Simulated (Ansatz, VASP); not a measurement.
**One calculation of Ag, two programs**

File INCAR:

```
PREC = Accurate
ENCUT = 520
EDIFF = 1E-8
ISMEAR = -1
SIGMA = 0.03
LREAL = F
LASPH = T
NELM = 80
ALGO = Normal
ISIF = 2
LWAVE = F
LCHARG = F
GGA = PS
LEFG = T
NBANDS = 12
```

The input KPOINTS:

```
Automatic mesh
0
Gamma
  15 15 15
```

The input POSCAR:

```
Ag
1.0
   -0.0408620000      2.0226690000      2.0226690000
    2.0226690000     -0.0408620000      2.0226690000
    2.0226690000      2.0226690000     -0.0408620000
Ag
1
Direct
    0.0000000000      0.0000000000      0.0000000000
```

Input for Ansatz:

```yaml
crystal:
  lattice:
    - [-0.040862, 2.022669, 2.022669]
    - [2.022669, -0.040862, 2.022669]
    - [2.022669, 2.022669, -0.040862]
  atoms:
    - { symbol: Ag, position: [0.0, 0.0, 0.0] }
kpoints:
  mp_grid: { grid: [15, 15, 15] }
scf:
  occupations: { method: fermi_dirac, width: 0.03 }
hamiltonian:
  xc: pbesol
  pseudopotentials: { kind: paw }
output:
  forces: true
  stress: true
  eigenvalues: true
  efg: { contact_densities: true }
```

Change from the starting cell: equal xy, yz and zx shear strains of -2 %, PAW files.

Alike in both runs: task electric field gradients; functional PBEsol; k mesh 15 × 15 × 15; occupations fermi-dirac, width 0.03 eV; no spin polarisation.

|  | VASP | Ansatz |
| --- | --- | --- |
| version | VASP 6.6.1 | Ansatz 0.2.0 |
| potentials or method | VASP PAW PBE potentials, release 64 (Ag) | PAW with Ansatz's default frozen-core files, scalar-relativistic |
| plane-wave cutoff (eV) | 520 | 420 |
| valence electrons in the cell | 11 | 19 |

```csv
,VASP,Ansatz,Ansatz less VASP
pressure (GPa),-2.7,-2.6,+0.19
largest component of the traceless stress (GPa),0.54,0.57,+0.023
Vzz of the field gradient on the site that differs most (V/Å²),-1.5,1.5,+2.94
```

The two sets of potentials don't hold the same shells in valence. Ansatz warned: «gradients_without_spin_orbit».

Caveats: the PAW data sets were made with another functional, which shifts forces and pressure a little (VASP).
